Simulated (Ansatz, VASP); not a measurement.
## One calculation of GaN, two programs

```xyz
2
Lattice="0.0000 2.2742 2.2742 2.2742 0.0000 2.2742 2.2742 2.2742 0.0000" Properties=species:S:1:pos:R:3 pbc="T T T"
Ga    0.0000    0.0000    0.0000
N     3.4114    3.4114    3.4114
```

Alike in both runs: task single point; functional PBE; k mesh 10 × 10 × 10; occupations gaussian, width 0.01 eV; no spin polarisation.

```csv
,VASP,Ansatz
version,VASP 6.6.1,Ansatz 0.2.0
potentials or method,"VASP PAW PBE potentials, release 64 (Ga_d, N)","scalar-relativistic, plane waves, PAW"
plane-wave cutoff (eV),520,420
valence electrons in the cell,18,18
```

|  | VASP | Ansatz | Ansatz less VASP |
| --- | --- | --- | --- |
| gap on the k mesh at the Fermi level (eV) | 1.55 | 1.54 | -0.007 |
| least direct gap on the mesh (eV) | 1.55 | 1.54 | -0.007 |
| pressure (GPa) | 0.0 | 0.0 | -0.01 |

The functional is the same, so the differences come from potentials, cutoffs and numerics.

A hybrid or GW would open this gap; PBE tends to underestimate it.
